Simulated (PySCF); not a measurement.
Numbering as in the mapped SMILES `[CH3:1][CH2:2][O:3][CH2:4][CH3:5]`; H(Xn) means a hydrogen on atom n.

GIAO shifts from PySCF 2.14.0 with density-fitted response routines on PBE0-D3(BJ)/def2-TZVP geometries (one conformer, non-relativistic, equivalent nuclei averaged), against TMS at the same level and in the same medium; PCM means IEF-PCM chloroform.

Measured (solution, not stated per compound (mostly CDCl3 or CCl4); Pretsch, Buehlmann, Badertscher, Structure Determination of Organic Compounds, 4th ed. (2009); solution, CDCl3, 298 K; Fulmer et al., Organometallics 2010, 29, 2176): C1/C5 15.4, C2/C4 66.0, H(C1)/H(C5) 1.21, H(C2)/H(C4) 3.48 ppm.

Which unscaled values do B97-2/pcSseg-2, gas; WP04/pcSseg-2, PCM; wB97X-D/pcSseg-2, PCM give, and how close are they?

Answers


```
      atoms  measured  B97-2/pcSseg-2, gas  WP04/pcSseg-2, PCM  wB97X-D/pcSseg-2, PCM
      C1/C5      15.4                 18.2                19.5                   18.4
      C2/C4      66.0                 72.0                74.3                   72.4
H(C1)/H(C5)      1.21                 1.22                1.19                   1.22
H(C2)/H(C4)      3.48                 3.42                3.37                   3.47
```

Mean absolute error for 13C: B97-2/pcSseg-2, gas 4.4, WP04/pcSseg-2, PCM 6.2, wB97X-D/pcSseg-2, PCM 4.7 ppm.

Mean absolute error for 1H: B97-2/pcSseg-2, gas 0.04, WP04/pcSseg-2, PCM 0.06, wB97X-D/pcSseg-2, PCM 0.01 ppm.
